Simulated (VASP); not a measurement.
## Ge (strained lonsdaleite (2H)): one PBE single-point calculation in two programs

```
Ge
1.0
     4.19750    0.00000    0.00000
    -2.09875    3.63514    0.00000
     0.00000    0.00000    6.92246
Ge
4
Cartesian
  0.0000 2.4234 0.0005
  2.0987 1.2117 3.4617
  0.0000 2.4234 2.5955
  2.0987 1.2117 6.0567
```

The two codes use different PAW datasets and cutoffs. VASP's cell holds 56 valence electrons and Ansatz's 56. Ansatz's stress includes a Pulay correction; VASP's doesn't.

Cutoffs: 520 eV in VASP, 420 eV in Ansatz. k meshes: 12×12×4 and 12×12×4.

|  | VASP | Ansatz |
| --- | --- | --- |
| gap between bands v and c | -0.29 eV (bands overlap: a metal) | -0.29 eV (bands overlap: a metal) |
| least direct gap | 0.00 eV | 0.00 eV |
| pressure | -4.8 GPa | -4.7 GPa |

Band v is the last that the valence electrons fill when counted band by band, and c is the next. Levels in eV from the top of v, Ansatz:

```json
{"point": "Γ", "v−1": "-0.48", "v": "-0.16", "c": "0.02", "c+1": "0.02"}
{"point": "M", "v−1": "-2.35", "v": "-1.29", "c": "0.60", "c+1": "1.16"}
{"point": "K", "v−1": "-2.95", "v": "-2.73", "c": "1.79", "c+1": "3.73"}
{"point": "A", "v−1": "-0.78", "v": "-0.78", "c": "0.19", "c+1": "0.19"}
{"point": "L", "v−1": "-2.09", "v": "-2.09", "c": "0.38", "c+1": "0.38"}
{"point": "H", "v−1": "-1.76", "v": "-1.76", "c": "1.01", "c+1": "1.01"}
```

VASP:

| point | v−1 | v | c | c+1 |
| --- | --- | --- | --- | --- |
| Γ | -0.48 | -0.16 | 0.02 | 0.02 |
| M | -2.35 | -1.29 | 0.60 | 1.17 |
| K | -2.95 | -2.73 | 1.79 | 3.73 |
| A | -0.78 | -0.78 | 0.19 | 0.19 |
| L | -2.09 | -2.09 | 0.38 | 0.38 |
| H | -1.76 | -1.76 | 1.01 | 1.01 |
